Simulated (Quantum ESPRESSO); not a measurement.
# CaO, rock salt: the electronic dielectric constant against change of volume

How does ε∞, from linear response (ph.x, fixed occupations, ions clamped), follow the change of volume?

Calculated with Quantum ESPRESSO 7.5, PBEsol, GBRV 1.5 ultrasoft potentials, cutoff 680 eV, Fermi–Dirac smearing 0.02 eV, k-mesh 10×10×10, no spin polarisation, no spin-orbit coupling.

Reference cell, relaxed at zero pressure with PBEsol (Fm-3m): a = 3.3704 Å, b = 3.3704 Å, c = 3.3704 Å, α = 60.00°, β = 60.00°, γ = 60.00°.

```
atom       x       y       z
  Ca  0.0000  0.0000  0.0000
   O  0.5000  0.5000  0.5000
```

| change of volume (%) | V (Å³/atom) | ε∞ | gap (eV) |
| --- | --- | --- | --- |
| −6 | 12.724 | 3.886 | 3.506 |
| −4 | 12.995 | 3.871 | 3.524 |
| −2 | 13.266 | 3.858 | 3.538 |
| 0 | 13.537 | 3.847 | 3.550 |
| 4 | 14.078 | 3.831 | 3.567 |
| 6 | 14.349 | 3.825 | 3.572 |

**Question.** Give the ε∞ and the long-wavelength refractive index at x = 2, a row left out above (x is the first column).

Least squares with ε = e0 + e1 x + e2 x² gives e0 = 3.8471, e1 = −0.0050554 and e2 = 0.000236. At x = 2 this is 3.838, so n = √ε = 1.959. The run itself gives 3.838, so the estimate misses by 0.000, a rounding's worth.

Along the table the mean ε∞ rises wherever the smallest gap falls, which need not be its cause. Semilocal functionals tend to give ε∞ too large, the k-mesh wasn't converged for it (a zone-centred mesh of this size overestimates it where the gap is small), and polar lattice vibrations add to the static constant, which isn't calculated here.

[Logs are printed without paths, hosts, clocks, repeated set-up lines and the standing remarks that a program may print on its own settings, such as how far it seeks lower states.]
